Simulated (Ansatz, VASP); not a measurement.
# HfN in VASP and in Ansatz

INCAR

```
ALGO = Normal
EDIFF = 1E-7
ENCUT = 520
GGA = PS
ISIF = 2
ISMEAR = 0
LASPH = T
LCHARG = F
LREAL = F
LWAVE = F
NBANDS = 14
NELM = 100
PREC = Accurate
SIGMA = 0.15
```

Contents of KPOINTS:

```
k-points
0
Gamma
  16 16 16
```

File POSCAR:

```
HfN
1.0
    0.0000000000      2.3566291200      2.3566291200
    2.3566291200      0.0000000000      2.3566291200
    2.3566291200      2.3566291200      0.0000000000
Hf N
1 1
Direct
    0.0000000000      0.0000000000      0.0000000000
    0.7500000000      0.7500000000      0.7500000000
```

Input for Ansatz:

```yaml
crystal:
  lattice:
    - [0.0, 2.35662912, 2.35662912]
    - [2.35662912, 0.0, 2.35662912]
    - [2.35662912, 2.35662912, 0.0]
  atoms:
    - { symbol: Hf, position: [0.0, 0.0, 0.0] }
    - { symbol: "N", position: [0.75, 0.75, 0.75] }
basis:
  ecutwfc: 420
kpoints:
  mp_grid: { grid: [16, 16, 16] }
hamiltonian:
  xc: pbesol
scf:
  occupations: { method: gaussian, width: 0.15 }
output:
  forces: true
  stress: true
  eigenvalues: true
  write_density: true
  write_potential: true
  elf: true
  volumetric_format: npy
```

Change from the starting cell: strain -0.040 along x and y, -0.040 along z, atoms carried along.

Alike in both runs: task single point; functional PBEsol; k mesh 16 × 16 × 16; occupations gaussian, width 0.15 eV; no spin polarisation.

```csv
,VASP,Ansatz
version,VASP 6.6.1,Ansatz 0.2.0
potentials or method,"VASP PAW PBE potentials, release 64 (Hf_pv, N)","scalar-relativistic, plane waves, PAW"
plane-wave cutoff (eV),520,420
valence electrons in the cell,15,31
```

VASP gave:

| Item | Value |
| --- | --- |
| gap on the k mesh at the Fermi level (eV) | none |
| pressure (GPa) | 23.3 |

Q: What did Ansatz give for the same quantities?

A: gap on the k mesh at the Fermi level (eV): none; pressure (GPa): 23.8.

A gap of «none» marks a metal or a gap that the smearing closes. The functional is the same, so the differences come from potentials, cutoffs and numerics. The two sets of potentials don't hold the same shells in valence.

Caveats: so large a pressure means that the cell lies far from this level's equilibrium, or that cutoff or potentials fall short (VASP); the potentials were made for another functional, which shifts forces and pressure (VASP). Spin-orbit coupling is left out, which matters for the levels of Hf.
